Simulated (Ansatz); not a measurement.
An elastic constant from a strain scan in Si2Ni

Method: DFT PBE, scalar-relativistic, plane waves, PAW in Ansatz 0.2.0. The runs took a 420 eV cutoff, a Γ-centred 16×16×16 mesh and Gaussian smearing (0.15 eV). No spin polarisation. A magnetic state may lie lower. Energies are free energies at this smearing, counted from the undisturbed cell; pressure is positive in compression.

The starting cell (relaxed at this level; with this scan's settings it stands at -0.1 GPa):

```yaml
crystal:
  lattice:
    - [0.00000, 2.72341, 2.72341]
    - [2.72341, 0.00000, 2.72341]
    - [2.72341, 2.72341, 0.00000]
  atoms:
    - { symbol: Si, position: [0.25000, 0.25000, 0.25000] }
    - { symbol: Si, position: [0.75000, 0.75000, 0.75000] }
    - { symbol: Ni, position: [0.00000, 0.00000, 0.00000] }
```

The cell is strained by ε times the Voigt pattern (0, 0, 0, 1, 0, 0) (xx, yy, zz, yz, xz, xy; engineering shear) with fractional coordinates fixed. The cell holds 3 atoms in V0 = 40.40 Å³. The stress column is τ = (1/V0) dE/dε, got from the stress tensor σ (compression positive) at each point as −det(1 + εP) σ : P(1 + εP)⁻¹, with P the pattern as a tensor.

| ε | ΔE (meV/atom) | τ (GPa) |
| --- | --- | --- |
| -0.1312 | 79.163 | -14.264 |
| -0.1125 | 58.319 | -12.267 |
| -0.0937 | 40.510 | -10.269 |
| -0.0750 | 25.959 | -8.240 |
| -0.0562 | 14.571 | -6.172 |
| -0.0375 | 6.488 | -4.115 |
| -0.0187 | 1.614 | -2.053 |
| 0.0000 | 0.000 | 0.000 |
| 0.0187 | 1.614 | 2.053 |
| 0.0375 | 6.488 | 4.115 |
| 0.0562 | 14.571 | 6.172 |
| 0.0750 | 25.959 | 8.240 |
| 0.0937 | 40.510 | 10.269 |
| 0.1125 | 58.319 | 12.267 |
| 0.1312 | 79.163 | 14.264 |
| 0.1500 | ? | ? |

Question: Which combination of elastic constants does this scan measure, and how large is it?

Answer: For small ε, τ = τ0 + Kε with K = pᵀCp, which for this pattern is C44 in the cubic axes. The parabola through τ at ε = -0.0187, 0 and 0.0187 has slope K = 110 GPa at zero. The energies per cell, E = NΔE, of the same two points give K = 2[E(ε₊)/ε₊ − E(ε₋)/ε₋]/[(ε₊ − ε₋)V0] = 110 GPa, in agreement. These are clamped-ion values.

Question: Predict the withheld row at ε = 0.1500 from the harmonic law, and compare.

Answer: ΔE = V0(τ0 ε + Kε²/2)/N = 103.814 meV/atom and τ = 16.47 GPa. The calculation gives 103.313 meV/atom and 16.31 GPa, a miss of 0.5 % of the harmonic energy, so the harmonic law still holds here.

Forces appear on the atoms along this scan, and letting them relax would lower the energy and soften the response. In a metal these slopes depend on the k mesh and the smearing.

Cost: 9 runs of about 2.1 core-minutes in all, on Intel Xeon Platinum 8488C (Sapphire Rapids) (shared hosts).